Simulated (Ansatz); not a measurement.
## Zone-centre phonons of InAs at -1 GPa: input and output

These are results of DFT PBEsol, scalar-relativistic, plane waves, PAW in Ansatz, not measurements.

Launched with:
```bash
ansatz run input.yaml --threads 1 --pin off --max-ram 3072MiB --backend cpu --events-out ev --progress --plain --runs-dir out
```

Input (bare energies are in eV):
```yaml
crystal:
  lattice:
    - [0.0, 3.0632019933, 3.0632019933]
    - [3.0632019933, 0.0, 3.0632019933]
    - [3.0632019933, 3.0632019933, 0.0]
  atoms:
    - { symbol: In, position: [0.0, 0.0, 0.0] }
    - { symbol: As, position: [0.75, 0.75, 0.75] }
basis:
  ecutwfc: 420
kpoints:
  mp_grid: { grid: [12, 12, 12] }
hamiltonian:
  xc: pbesol
scf:
  occupations: { method: fermi_dirac, width: 0.15 }
output:
  eigenvalues: true
phonons:
  method: dfpt
  eigenvectors: true
```

The end of the output:
```
--- Phonons (Γ-DFPT): 2 representative perturbations + reference, on 163 of 1728 k-points (Σ response iterations 6) ---
  k mesh reduced under 8 symmetry operations, with k and −k counted as one. Each operation leaves every solved displacement unchanged or reverses it
  ASR residual: 1.121e-4 → 0.000e0 eV/Å²; symmetrization residual: 1.836e-7 eV/Å²
  ASR residual per site (eV/Å²): 1.12e-4 3.81e-5
  Γ frequencies (cm⁻¹): 0.00 0.00 0.00 203.54 203.54 203.54
  non-analytic LO–TO correction: not included (Born effective charges unavailable; polar crystals: no LO–TO splitting at Γ)
```

It took 110 s on 1 thread of AMD EPYC (Zen 3), on a shared host, peak memory 0.83 GiB.

Without a gap, frequencies and elastic constants depend on the k mesh and the smearing, soft modes and shear constants most.

The bands only touch here, so at this level the crystal is a zero-gap semiconductor or semimetal, not an ordinary metal; spin–orbit coupling, left out, can open or move such a gap.